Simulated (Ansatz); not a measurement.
## Cs in Ansatz: convergence with smearing width

Cs:

```
CELL_PARAMETERS angstrom
-0.08302 3.90916 3.94833
3.89277 -0.06126 3.92656
3.90271 3.89733 -0.07120
ATOMIC_POSITIONS crystal
Cs 0.00376 0.01010 0.99593
```

The cell isn't the ideal one: cell strained at random at fixed volume.

```yaml
Program: Ansatz 0.2.0
Task: convergence study
Functional: PBE
Potentials_or_basis: Ansatz PAW
Cutoff: "420 eV (not typed: the program's choice for these potentials)"
k_mesh: 4 × 4 × 4
Occupations: fermi-dirac, width 0.3 eV
Spin: no spin polarisation
```

These are the settings of the first run; the series varies smearing width, with any setting tied to it.

Hardware: 2 threads of Arm Neoverse V1, with other jobs on the host.

| smearing width | energy less the tightest run, at zero smearing (meV/atom) | pressure (GPa) | SCF cycles | CPU time (s) | peak memory (GiB) |
| --- | --- | --- | --- | --- | --- |
| 0.3 eV | -26.07 | -0.04 | 6 | 2.9 | 0.37 |
| 0.2 eV | -13.34 | -0.06 | 6 | 3 | 0.37 |
| 0.15 eV | -5.96 | -0.06 | 6 | 3 | 0.36 |
| 0.1 eV | -0.81 | -0.06 | 6 | 2.9 | 0.36 |
| 0.05 eV | -0.60 | -0.07 | 6 | 2.8 | 0.36 |
| 0.025 eV | -0.74 | -0.08 | 6 | 2.8 | 0.36 |
| 0.01 eV | -0.15 | -0.08 | 6 | 2.8 | 0.37 |
| 0.005 eV | 0.00 | -0.08 | 6 | 2.8 | 0.36 |

Against the tightest run, the energy stays within 1 meV/atom from 0.1 eV on; the pressure stays within 0.1 GPa from 0.3 eV on. Narrower smearing needs a denser k mesh, so at a fixed mesh the narrowest width isn't the most accurate. The tightest run that finished is the yardstick and may itself not be fully converged.

Spin-orbit coupling is left out, which matters for the levels of Cs.
